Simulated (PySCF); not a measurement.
Electric properties by functional and basis

C₆H₆O.
SMILES: `Oc1ccccc1`

PySCF, dipoles from the SCF density, polarisabilities from static response with core orbitals frozen. Isolated species at its PBE0-D3(BJ)/def2-SVP geometry (one conformer only).

Reference polarisability: 10.909 Å³ (measured, gas; NIST CCCBDB Release 22 (SRD 101), experimental polarizabilities). The anisotropy is √(½[(α1 − α2)² + (α2 − α3)² + (α3 − α1)²]).

```json
{"level": "LDA/def2-SVPD", "μ (D)": "1.306", "α (Å³)": "11.16", "error (%)": "+2.3", "anisotropy (Å³)": "6.74"}
{"level": "PBE/def2-SVPD", "μ (D)": "1.272", "α (Å³)": "11.08", "error (%)": "+1.6", "anisotropy (Å³)": "6.76"}
{"level": "B3LYP/def2-SVPD", "μ (D)": "1.294", "α (Å³)": "10.88", "error (%)": "-0.2", "anisotropy (Å³)": "6.52"}
{"level": "PBE0/def2-SVPD", "μ (D)": "1.300", "α (Å³)": "10.77", "error (%)": "-1.3", "anisotropy (Å³)": "6.41"}
{"level": "BHandHLYP/def2-SVPD", "μ (D)": "1.334", "α (Å³)": "10.60", "error (%)": "-2.9", "anisotropy (Å³)": "6.21"}
{"level": "CAM-B3LYP/def2-SVPD", "μ (D)": "1.321", "α (Å³)": "10.75", "error (%)": "-1.5", "anisotropy (Å³)": "6.36"}
{"level": "wB97X-D/def2-SVPD", "μ (D)": "1.311", "α (Å³)": "10.78", "error (%)": "-1.2", "anisotropy (Å³)": "6.24"}
{"level": "LC-wPBE/def2-SVPD", "μ (D)": "1.334", "α (Å³)": "10.52", "error (%)": "-3.5", "anisotropy (Å³)": "6.17"}
{"level": "HF/def2-SVPD", "μ (D)": "1.381", "α (Å³)": "10.37", "error (%)": "-4.9", "anisotropy (Å³)": "5.80"}
{"level": "PBE0/6-31G*", "μ (D)": "1.375", "α (Å³)": "8.74", "error (%)": "-19.8", "anisotropy (Å³)": "8.11"}
{"level": "PBE0/def2-SVP", "μ (D)": "1.362", "α (Å³)": "9.25", "error (%)": "-15.2", "anisotropy (Å³)": "7.31"}
{"level": "PBE0/6-31+G*", "μ (D)": "1.412", "α (Å³)": "10.39", "error (%)": "-4.7", "anisotropy (Å³)": "6.41"}
{"level": "PBE0/aug-cc-pVDZ", "μ (D)": "1.277", "α (Å³)": "11.07", "error (%)": "+1.5", "anisotropy (Å³)": "6.38"}
{"level": "PBE0/def2-TZVP", "μ (D)": "1.328", "α (Å³)": "10.42", "error (%)": "-4.5", "anisotropy (Å³)": "6.69"}
```

For the polarisability, the smallest error is 0.2% (B3LYP/def2-SVPD) and the largest 19.8% (PBE0/6-31G*). The dipole runs from 1.27 D (PBE/def2-SVPD) to 1.41 D (PBE0/6-31+G*). In one basis (def2-SVPD) the functionals order the polarisability from HF (lowest) to LDA (highest), a spread of 8%. With PBE0 the polarisability is 9.47 Å³ without diffuse functions (mean of 6-31G*, def2-SVP and def2-TZVP) and 10.74 Å³ with them (mean of 6-31+G*, def2-SVPD and aug-cc-pVDZ). Measured values can belong to vibrating molecules and may average over conformers; the computed ones are for one fixed geometry.
